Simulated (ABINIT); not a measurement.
Sn:

```xyz
2
Lattice="0.0000 3.2333 3.2333 3.2333 0.0000 3.2333 3.2333 3.2333 0.0000" Properties=species:S:1:pos:R:3 pbc="T T T"
Sn    4.8500    4.8500    4.8500
Sn    3.2333    3.2333    3.2333
```

This isn't the form of Sn at room conditions, which is tetragonal (white tin).

Base run:

```yaml
Program: ABINIT 10.8.3 (patched build)
Functional: PBE
Potentials_or_basis: SPMS NC PBE v1.0
Cutoff: 789 eV
k_mesh: 7 × 7 × 7
Occupations: fermi-dirac, width 0.05 eV
Spin: no spin polarisation
```

Its results: band gap on the k mesh none (metal or under the smearing width); pressure 3.9 GPa.

Task: The run is repeated on the same cell with these changes: functional from PBE to r2SCAN; potentials or basis from SPMS NC PBE v1.0 to JTH PAW LDA v2.0 sp; cutoff from 789 eV to 490 eV; valence electrons from 28 to 8. What comes out?

Result: Band gap on the k mesh none (metal or under the smearing width); pressure 2.1 GPa.

Caveats: spin-orbit coupling is left out, which moves the levels of the heavy elements; the PAW data sets were made with another functional, which shifts forces and pressure a little (some runs); this set keeps more shells in the core, which shifts pressures and gaps (some runs); the atomic spheres overlap (some runs).
